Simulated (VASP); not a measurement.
# W3C2 (P-3m1) in VASP: a series of runs

Runs on W3C2. Level: PBE. Tasks: single point, relaxation of cell and atoms.

All numbers are computed with VASP 6.6.1; they aren't measurements. Logs are shortened: lines on timing, memory, paths and dates and some standing lists are left out, and cuts for length are marked.

### 1 The structure

Symmetry: P-3m1, No. 164, trigonal system. The conventional cell has a = 3.579 Å, b = 3.579 Å, c = 5.569 Å, α = 90.00°, β = 90.00°, γ = 120.00°. Around W (site symmetry -3m) lie 6 C at 2.48 Å. W (site symmetry 3m) has 4 C at 2.16 to 2.23 Å as nearest neighbours. C (site symmetry 3m) is surrounded by 7 W at 2.16 to 2.48 Å.

The cell was built by a generator and needn't be a form met in nature.

### 2 Single point, PBE

The input, INCAR:

```
SYSTEM = W3C2
  PREC = Accurate
  ENCUT = 520
  EDIFF = 1E-7
  ISMEAR = 0
  SIGMA = 0.1
  LREAL = .False.
  LASPH = .True.
  NELM = 100
  ALGO = Normal
  ISIF = 2
  LWAVE = .False.
  LCHARG = .False.
  GGA = PE
  NBANDS = 33
```

The input, KPOINTS:

```
Automatic mesh
0
Gamma
  6 6 4
  0 0 0
```

The input, POSCAR:

```
W3C2
1.0
    3.5791675554      0.0000000000      0.0000000000
   -1.7895837777      3.0996500274      0.0000000000
    0.0000000000      0.0000000000      5.5686033286
W C
3 2
Direct
    0.0000000000      0.0000000000      0.0000000000
    0.3333333333      0.6666666667      0.6450000000
    0.6666666667      0.3333333333      0.3550000000
    0.3333333333      0.6666666667      0.2450000000
    0.6666666667      0.3333333333      0.7550000000
```

Potentials or basis: VASP PAW PBE potentials, release 64 (W_sv, C).

Run with:

```bash
$ cat potpaw_PBE.64/W_sv/POTCAR potpaw_PBE.64/C/POTCAR > POTCAR
$ mpirun -np 1 vasp_std > vasp.out
```

OUTCAR:

```text
SYSTEM = W3C2
   PREC = Accurate
   ENCUT = 520
   EDIFF = 1E-7
   ISMEAR = 0
   LREAL = .False.
   LASPH = .True.
   NELM = 100
   ISIF = 2
   GGA = PE

 ion  position               nearest neighbor table
   1  0.000  0.000  0.000-   4 2.48   5 2.48   5 2.48   4 2.48   5 2.48   4 2.48   2 2.86   3 2.86
                             2 2.86   3 2.86   3 2.86   2 2.86
   2  0.333  0.667  0.645-   5 2.16   5 2.16   5 2.16   4 2.23   3 2.62   3 2.62   3 2.62   1 2.86
                             1 2.86   1 2.86
   3  0.667  0.333  0.355-   4 2.16   4 2.16   4 2.16   5 2.23   2 2.62   2 2.62   2 2.62   1 2.86
                             1 2.86   1 2.86
   4  0.333  0.667  0.245-   3 2.16   3 2.16   3 2.16   2 2.23   1 2.48   1 2.48   1 2.48
   5  0.667  0.333  0.755-   2 2.16   2 2.16   2 2.16   3 2.23   1 2.48   1 2.48   1 2.48

  LATTYP: Found a hexagonal cell.
 ALAT       =     3.5791675554
 C/A-ratio  =     1.5558375635

  Lattice vectors:

 A1 = (   3.5791675554,   0.0000000000,   0.0000000000)
 A2 = (  -1.7895837777,   3.0996500274,   0.0000000000)
 A3 = (   0.0000000000,   0.0000000000,   5.5686033286)

Analysis of symmetry for initial positions (statically):
=====================================================================
 Subroutine PRICEL returns:
 Original cell was already a primitive cell.

 Routine SETGRP: Setting up the symmetry group for a
 hexagonal supercell.

 Subroutine GETGRP returns: Found 12 space group operations
 (whereof 12 operations were pure point group operations)
 out of a pool of 24 trial point group operations.

The static configuration has the point symmetry D_3d.

Analysis of symmetry for dynamics (positions and initial velocities):
=====================================================================
 Subroutine PRICEL returns:
 Original cell was already a primitive cell.

 Routine SETGRP: Setting up the symmetry group for a
 hexagonal supercell.

 Subroutine GETGRP returns: Found 12 space group operations
 (whereof 12 operations were pure point group operations)
 out of a pool of 24 trial point group operations.

The dynamic configuration has the point symmetry D_3d.

 Subroutine INISYM returns: Found 12 space group operations
 (whereof 12 operations are pure point group operations),
 and found     1 'primitive' translations

----------------------------------------------------------------------------------------

                                     Primitive cell

  volume of cell :      61.7790

  direct lattice vectors                    reciprocal lattice vectors
     3.579167555  0.000000000  0.000000000     0.279394576  0.161308533  0.000000000
    -1.789583778  3.099650027  0.000000000     0.000000000  0.322617067  0.000000000
     0.000000000  0.000000000  5.568603329     0.000000000  0.000000000  0.179578243

  length of vectors
     3.579167555  3.579167555  5.568603329     0.322617067  0.322617067  0.179578243

  position of ions in fractional coordinates (direct lattice)
     0.000000000  0.000000000  0.000000000
     0.333333333  0.666666667  0.645000000
     0.666666667  0.333333333  0.355000000
     0.333333333  0.666666667  0.245000000
     0.666666667  0.333333333  0.755000000

  ion indices of the primitive-cell ions
   primitive index   ion index
                 1           1
                 2           2
                 3           3
                 4           4
                 5           5

----------------------------------------------------------------------------------------

 KPOINTS: Automatic mesh

Automatic generation of k-mesh.
 Grid dimensions read from file:
 generate k-points for:    6    6    4

 Generating k-lattice:

  Cartesian coordinates                     Fractional coordinates (reciprocal lattice)
     0.046565763  0.026884756  0.000000000     0.166666667  0.000000000  0.000000000
     0.000000000  0.053769511  0.000000000     0.000000000  0.166666667  0.000000000
     0.000000000  0.000000000  0.044894561     0.000000000  0.000000000  0.250000000

  Length of vectors
     0.053769511  0.053769511  0.044894561

  Shift w.r.t. Gamma in fractional coordinates (k-lattice)
     0.000000000  0.000000000  0.000000000

 Subroutine IBZKPT returns following result:
 ===========================================

 Found     24 irreducible k-points:

 Following reciprocal coordinates:
            Coordinates               Weight
  0.000000  0.000000  0.000000      1.000000
  0.166667  0.000000  0.000000      6.000000
  0.333333 -0.000000  0.000000      6.000000
  0.500000  0.000000  0.000000      3.000000
  0.166667  0.166667  0.000000      6.000000
  0.333333  0.166667  0.000000     12.000000
[... 16 lines left out ...]
  0.333333  0.166667  0.500000     12.000000
  0.333333  0.333333  0.500000      2.000000
   k-points           NKPTS =     24   k-points in BZ     NKDIM =     24   number of bands    NBANDS=     33
   number of dos      NEDOS =    301   number of ions     NIONS =      5
   total plane-waves  NPLWV =  32928
   dimension x,y,z NGX =    28 NGY =   28 NGZ =   42
   dimension x,y,z NGXF=    56 NGYF=   56 NGZF=   84
   ions per type =               3   2
   NGX,Y,Z   is equivalent  to a cutoff of  13.01, 13.01, 12.54 a.u.
   NGXF,Y,Z  is equivalent  to a cutoff of  26.01, 26.01, 25.08 a.u.
 SYSTEM =  W3C2
   PREC   = accura    normal or accurate (medium, high low for compatibility)
   ISTART =      0    job   : 0-new  1-cont  2-samecut
   ICHARG =      2    charge: 1-file 2-atom 10-const
   ISPIN  =      1    spin polarized calculation?
   LNONCOLLINEAR =      F non collinear calculations
   LSORBIT =      F    spin-orbit coupling
   LASPH  =      T    aspherical Exc in radial PAW
   ENCUT  =  520.0 eV  38.22 Ry    6.18 a.u.   6.65  6.65 10.35*2*pi/ulx,y,z
   NELM   =    100;   NELMIN=  2; NELMDL= -5     # of ELM steps
   EDIFF  = 0.1E-06   stopping-criterion for ELM
   LREAL  =      F    real-space projection
   EDIFFG = 0.1E-05   stopping-criterion for IOM
   NSW    =      0    number of steps for IOM
   IBRION =     -1    ionic relax: 0-MD 1-quasi-New 2-CG
   NFREE  =      0    steps in history (QN), initial steepest desc. (CG)
   ISIF   =      2    stress and relaxation
   ISYM   =      2    0-nonsym 1-usesym 2-fastsym
   POTIM  = 0.5000    time-step for ionic-motion
   TEBEG  =    0.0;   TEEND  =   0.0 temperature during run
   PSTRESS=    0.0 pullay stress
   NELECT =      50.0000    total number of electrons
   NUPDOWN=      -1.0000    fix difference up-down
   EMIN   =  10.00;   EMAX   =-10.00  energy-range for DOS
   EFERMI =   0.00;   METHOD = LEGACY
   ISMEAR =     0;   SIGMA  =   0.10  broadening in eV -4-tet -1-fermi 0-gaus
   EFERMI_NEDOS =   21; number of points for ismear=-14 and -15
   IALGO  =     38    algorithm
   IMIX   =      4    mixing-type and parameters
     AMIX     =   0.40;   BMIX     =  1.00
     AMIX_MAG =   1.60;   BMIX_MAG =  1.00
  volume/ion in A,a.u.               =      12.36        83.38
  Fermi-wavevector in a.u.,A,eV,Ry     =   1.525637  2.883036 31.668483  2.327568
  Thomas-Fermi vector in A             =   2.633780
   LORBIT       =      0    0 simple, 1 ext, 2 COOP (PROOUT), +10 PAW based schemes
   GGA     = PE    functional components
   LHFCALC =     F    Hartree Fock is set to
   AEXX    =    0.0000 exact exchange contribution
   IVDW    =     0    specifies the selected vdW correction
   LEPSILON=     F    determine dielectric tensor
   LRPA    =     F    only Hartree local field effects (RPA)
 non-spin polarized calculation
 Gauss-broadening in eV      SIGMA  =   0.10
  energy-cutoff  :      520.00
  volume of cell :       61.78
 maximum number of plane-waves:      1701
 NGX is ok and might be reduce to    28
   NGX = 13   NGY = 13   NGZ = 21

 number of electron      49.9999998 magnetization

 Free energy of the ion-electron system (eV)
  ---------------------------------------------------
  ext. energy  EPLUGINS =         0.00000000
  ---------------------------------------------------
  free energy    TOTEN  =       -53.70744298 eV

  energy without entropy =      -53.69795165  energy(sigma->0) =      -53.70269731

 E-fermi :  11.0823     XC(G=0): -13.2534

 val. band max:       11.0643162817   @ k =   0.3333   0.3333   0.0000
 cond. band min:      11.1649179771   @ k =   0.1667   0.1667   0.5000
 fundamental gap:      0.1006016954
 Fermi energy:        11.0822815001

 k-point     1 :       0.0000    0.0000    0.0000
  band No.  band energies     occupation
      1     -63.8395      2.00000
      2     -63.3543      2.00000
      3     -63.2005      2.00000
      4     -28.0994      2.00000
      5     -28.0366      2.00000
      6     -28.0366      2.00000
[... 25 lines left out ...]
     32      13.5452      0.00000
     33      15.1467      0.00000

 k-point     2 :       0.1667    0.0000    0.0000
  band No.  band energies     occupation
      1     -63.8381      2.00000
      2     -63.3450      2.00000
      3     -63.2090      2.00000
      4     -28.1780      2.00000
      5     -28.1360      2.00000
      6     -28.0710      2.00000
[... 25 lines left out ...]
     32      14.5842      0.00000
     33      15.2912      0.00000

 k-point     3 :       0.3333   -0.0000    0.0000
  band No.  band energies     occupation
      1     -63.8355      2.00000
      2     -63.3209      2.00000
      3     -63.2312      2.00000
      4     -28.2298      2.00000
      5     -28.2273      2.00000
      6     -28.1299      2.00000
[... 25 lines left out ...]
     32      14.6945      0.00000
     33      15.8533      0.00000

 k-point     4 :       0.5000    0.0000    0.0000
  band No.  band energies     occupation
      1     -63.8342      2.00000
      2     -63.3018      2.00000
      3     -63.2494      2.00000
      4     -28.2667      2.00000
      5     -28.1563      2.00000
      6     -28.1441      2.00000
[... 25 lines left out ...]
     32      14.5620      0.00000
     33      16.0384      0.00000

 k-point     5 :       0.1667    0.1667    0.0000
  band No.  band energies     occupation
      1     -63.8361      2.00000
      2     -63.3279      2.00000
      3     -63.2247      2.00000
      4     -28.2239      2.00000
      5     -28.2181      2.00000
      6     -28.0689      2.00000
[... 604 lines left out ...]
 k-point    22 :       0.1667    0.1667    0.5000
  band No.  band energies     occupation
      1     -63.8359      2.00000
      2     -63.3291      2.00000
      3     -63.2237      2.00000
      4     -28.1670      2.00000
      5     -28.1535      2.00000
      6     -28.0938      2.00000
[... 25 lines left out ...]
     32      14.8255      0.00000
     33      15.9562      0.00000

 k-point    23 :       0.3333    0.1667    0.5000
  band No.  band energies     occupation
      1     -63.8342      2.00000
      2     -63.3017      2.00000
      3     -63.2494      2.00000
      4     -28.2988      2.00000
      5     -28.1922      2.00000
      6     -28.1767      2.00000
[... 25 lines left out ...]
     32      15.0451      0.00000
     33      15.1641      0.00000

 k-point    24 :       0.3333    0.3333    0.5000
  band No.  band energies     occupation
      1     -63.8336      2.00000
      2     -63.2753      2.00000
      3     -63.2753      2.00000
      4     -28.2814      2.00000
      5     -28.2814      2.00000
      6     -28.2460      2.00000
[... 25 lines left out ...]
     32      14.5508      0.00000
     33      15.7006      0.00000

------------------------ aborting loop because EDIFF is reached ----------------------------------------

  FORCE on cell =-STRESS in cart. coord.  units (eV):
  Direction    XX          YY          ZZ          XY          YZ          ZX
  --------------------------------------------------------------------------------------
  -------------------------------------------------------------------------------------
  Total       -2.8096541     -2.8096541      4.3007567      0.0000000      0.0000000      0.0000000
  in kB      -72.8655857    -72.8655857    111.5358500      0.0000000      0.0000000      0.0000000
  external PRESSURE =     -11.3984405 kB  Pullay stress =       0.0000000 kB

 VOLUME and BASIS-vectors are now :
 -----------------------------------------------------------------------------
  energy-cutoff  :      520.00
  volume of cell :       61.78
      direct lattice vectors                 reciprocal lattice vectors
     3.579167555  0.000000000  0.000000000     0.279394576  0.161308533  0.000000000
    -1.789583778  3.099650027  0.000000000     0.000000000  0.322617067  0.000000000
     0.000000000  0.000000000  5.568603329     0.000000000  0.000000000  0.179578243

 POSITION                                       TOTAL-FORCE (eV/Angst)
 -----------------------------------------------------------------------------------
      0.00000      0.00000      0.00000        -0.000000      0.000000      0.000000
     -0.00000      2.06643      3.59175        -0.000000     -0.000000      2.287476
      1.78958      1.03322      1.97685         0.000000      0.000000     -2.287476
     -0.00000      2.06643      1.36431         0.000000      0.000000     -0.407932
      1.78958      1.03322      4.20430        -0.000000     -0.000000      0.407932
 -----------------------------------------------------------------------------------
    total drift:                                0.000000      0.000000      0.000000

  FREE ENERGIE OF THE ION-ELECTRON SYSTEM (eV)
  ---------------------------------------------------
  free  energy   TOTEN  =       -53.7074429780 eV

  energy  without entropy=      -53.6979516483  energy(sigma->0) =      -53.70269731
```

Run time: 49 s. Hardware: 1 thread of Intel Xeon Platinum 8488C (Sapphire Rapids), shared host; peak memory 0.19 GiB.

Results:

```
Free energy            : -53.7074 eV
Pressure               : -1.1 GPa
Largest force          : 2.287 eV/Å
Band gap on the k mesh : none (metal or under the smearing width)
```

Forces in eV/Å, atoms in the order of the input:
```
W    0.000  0.000  0.000
W    0.000  0.000  2.287
W    0.000  0.000 -2.287
C    0.000  0.000 -0.408
C    0.000  0.000  0.408
```

Levels at points of the mesh, in eV from the Fermi level:
```
           k point  band 22  band 23  band 24  band 25  band 26  band 27  band 28  band 29
(0.00, 0.00, 0.00)    -4.10    -1.23     0.64     0.64     0.76     1.52     1.52     1.72
(0.50, 0.00, 0.00)    -2.76    -2.31    -0.86    -0.73    -0.32     0.63     0.69     0.88
(0.00, 0.00, 0.50)    -2.56    -2.07    -2.07    -1.24    -0.37    -0.37     0.17     2.65
(0.50, 0.00, 0.50)    -3.07    -2.27    -1.19    -0.20    -0.18     0.86     1.10     1.74
```

Caveat: forces of over 1 eV/Å show positions far from the minimum, so gaps and moduli don't describe the material at rest. Spin-orbit coupling is left out, which matters for the levels of W.

[end of part 1 of 3]
